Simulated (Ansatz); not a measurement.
**KF: elastic constants from stress and strain**

```xyz
2
Lattice="0.0000 2.6735 2.6735 2.6735 0.0000 2.6735 2.6735 2.6735 0.0000" Properties=species:S:1:pos:R:3 pbc="T T T"
K     0.0000    0.0000    0.0000
F     2.6735    2.6735    2.6735
```

Atoms are numbered in the order listed.

The conventional cell has a = 5.347 Å, b = 5.347 Å, c = 5.347 Å, α = 90.00°, β = 90.00°, γ = 90.00°. Around K (atom 1) lie 6 F at 2.67 Å. F (atom 2) has 6 K at 2.67 Å as nearest neighbours.

The cell is COD entry 9008652, as deposited and not checked against the literature; nothing was relaxed.

Method: DFT, PBEsol, all-electron LAPW, scalar-relativistic in Ansatz 0.2.0.

Numerical set-up: a Γ-centred 9×9×9 k mesh, Fermi–Dirac smearing of 0.01 eV, basis error target 1 meV/atom, no spin polarisation.

The unstrained cell is at -0.72 GPa. Large strains and very small stresses are left out. Each strain is applied once, with fractional coordinates held (clamped ions), and σ below is the change of stress, positive in tension. One finite strain gives stress–strain coefficients at this pressure with an error of the order of the strain times third-order constants, a few per cent for each per cent of strain.

**Question.** Estimate the stiffness probed by this change, and the stress that it gives: equal xy, yz and zx engineering shear strains of -1 %.

**Answer.** σxy = -0.14 GPa and γxy = 2εxy = -0.0100, so C44 (clamped ions) = σxy/γxy = 14 GPa.

**Question.** Estimate the stiffness probed by this change, and the stress that it gives: equal xy, yz and zx engineering shear strains of +1 %.

**Answer.** σxy = 0.14 GPa and γxy = 2εxy = 0.0100, so C44 (clamped ions) = σxy/γxy = 14 GPa.

**Question.** The two estimates of C44 (clamped ions) differ. Why, and which value is best?

**Answer.** Finite strains add third-order terms, which change sign with the strain; interpolating the two linearly to zero strain gives 14 GPa, the better value.
